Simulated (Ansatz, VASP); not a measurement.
AlN: VASP beside Ansatz

INCAR

```
PREC = Accurate
ENCUT = 520
EDIFF = 1E-7
ISMEAR = -1
SIGMA = 0.05
LREAL = False
LASPH = True
NELM = 100
ALGO = Normal
ISIF = 2
LWAVE = False
LCHARG = True
GGA = PE
LELF = True
LVHAR = True
NBANDS = 16
```

Contents of KPOINTS:

```
regular mesh
0
Gamma
  13 13 7
```

File POSCAR:

```
AlN
1.0
    3.0708030982      0.0000000000      0.0000000000
   -1.5354015491      2.6593934931      0.0000000000
    0.0000000000      0.0000000000      4.9011507608
Al N
2 2
Direct
    0.3333333333      0.6666666667     -0.0034070628
    0.6666666667      0.3333333333      0.4965929372
    0.3333333333      0.6666666667      0.3794070628
    0.6666666667      0.3333333333      0.8794070628
```

Input for Ansatz:

```yaml
crystal:
  lattice:
    - [3.0708030982, 0.0, 0.0]
    - [-1.5354015491, 2.6593934931, 0.0]
    - [0.0, 0.0, 4.9011507608]
  atoms:
    - { symbol: Al, position: [0.3333333333, 0.6666666667, -0.0034070628] }
    - { symbol: Al, position: [0.6666666667, 0.3333333333, 0.4965929372] }
    - { symbol: "N", position: [0.3333333333, 0.6666666667, 0.3794070628] }
    - { symbol: "N", position: [0.6666666667, 0.3333333333, 0.8794070628] }
kpoints:
  mp_grid: { grid: [13, 13, 7] }
scf:
  occupations: { method: fermi_dirac, width: 0.05 }
hamiltonian:
  xc: pbe
  pseudopotentials: { kind: all_electron, lapw: { basis_error: 0.001 } }
output:
  forces: true
  stress: true
  eigenvalues: true
  populations: true
```

Change from the starting cell: volume scaled by 0.94, LAPW.

Alike in both runs: task single point; functional PBE; k mesh 13 × 13 × 7; occupations fermi-dirac, width 0.05 eV; no spin polarisation.

```csv
,VASP,Ansatz
version,VASP 6.6.1,Ansatz 0.2.0
potentials or method,"VASP PAW PBE potentials, release 64 (Al, N)","all-electron LAPW, scalar-relativistic"
plane-wave cutoff (eV),520,see its input
```

```csv
,VASP,Ansatz,Ansatz less VASP
gap on the k mesh at the Fermi level (eV),4.56,4.56,-0.005
pressure (GPa),13.2,13.3,+0.13
```

Ansatz ran all-electron here, so the differences hold the error of VASP's frozen core and of both bases.

Caveats: an odd mesh through Γ misses points on the zone boundary, where band edges often lie.
